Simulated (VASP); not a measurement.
**NaCl: dielectric tensor with PBE**

NaCl:

```
CELL_PARAMETERS angstrom
2.86000 0.00000 0.00000
0.00000 2.86000 0.00000
0.00000 0.00000 2.86000
ATOMIC_POSITIONS crystal
Na 0.00000 0.00000 0.00000
Cl 0.50000 0.50000 0.50000
```

Measurements of this composition are mostly on another form, of space group No. 225.

```json
{"Program": "VASP 6.6.1", "Task": "dielectric tensor", "Functional": "PBE", "Potentials or basis": "VASP PAW PBE potentials, release 64 (Na_pv, Cl)", "Cutoff": "520 eV", "k mesh": "10 × 10 × 10", "Occupations": "gaussian, width 0.01 eV", "Spin": "no spin polarisation", "Dipole correction": "no", "Further INCAR settings": "ALGO = Normal; EDIFF = 1e-08"}
```

| Quantity | Value |
| --- | --- |
| Band gap on the k mesh | 4.42 eV, direct |
| Electronic dielectric tensor (diagonal) | 3.36 |
| Born charges (mean of the diagonal) | Na +0.98; Cl -0.98 e |

Levels at points of the mesh, in eV from the valence-band top:
```
           k point  band 4  band 5  band 6  band 7  band 8  band 9  band 10  band 11
(0.00, 0.00, 0.00)  -16.98   -1.26   -1.26   -1.26    6.68    6.68     7.44    17.83
(0.50, 0.00, 0.00)  -15.32   -6.89   -0.78   -0.78    9.28    9.30    12.76    12.76
(0.50, 0.50, 0.00)  -14.58   -5.34   -5.34    0.00    4.42   10.75    12.81    12.81
(0.50, 0.50, 0.50)  -13.37   -4.78   -4.78   -4.78    6.34    6.34     6.34    17.11
```

Electronic dielectric tensor:
```
3.36 0.00 0.00
0.00 3.36 0.00
0.00 0.00 3.36
```

Born effective charge tensors (e):
atom 1, Na
```
0.98 0.00 0.00
0.00 0.98 0.00
0.00 0.00 0.98
```
atom 2, Cl
```
-0.98  0.00  0.00
 0.00 -0.98  0.00
 0.00  0.00 -0.98
```

Run time: 3.3 min on 1 thread of AMD EPYC 7R43 64-Core Processor (Zen 3), with other jobs on the host, peak memory 0.17 GiB.

A k mesh can miss the band edges.
